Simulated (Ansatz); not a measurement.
## HfB: zone-centre modes under pressure

HfB, Fm-3m, a = 4.836 Å. The structure is a COD entry; whether it is the stable form wasn't checked. Ansatz: PBE, PAW, 420 eV, Γ-centred 16×16×16 mesh on 2 atoms, Fermi-Dirac smearing 0.15 eV; no spin polarisation. Cell and atoms are relaxed at each pressure with the symmetry kept; optical modes at Γ by linear response, in cm⁻¹, the highest.

| P (GPa) | V (Å³/atom) | ω1 |
| --- | --- | --- |
| 0 | 14.139 | 453.4 |
| 3 | 13.898 | 465.6 |
| 10 | 13.401 | ? |

Problem. Get the mode's Grüneisen parameter γ = −d ln ω/d ln V from the other rows and predict the missing frequency.

Solution. ln(V/V0) = 0.0000, -0.0172, -0.0536; a line through ln(ω/ω0) of the 2 known rows gives ω1: γ = 1.544, predicted 492.5, computed 491.6. The miss is 0.2 %, or 2 % of the shift under pressure, so a constant γ serves at that level. In a metal these frequencies hang on the mesh and smearing.

Spin–orbit coupling is left out, which can shift energies with elements as heavy as these.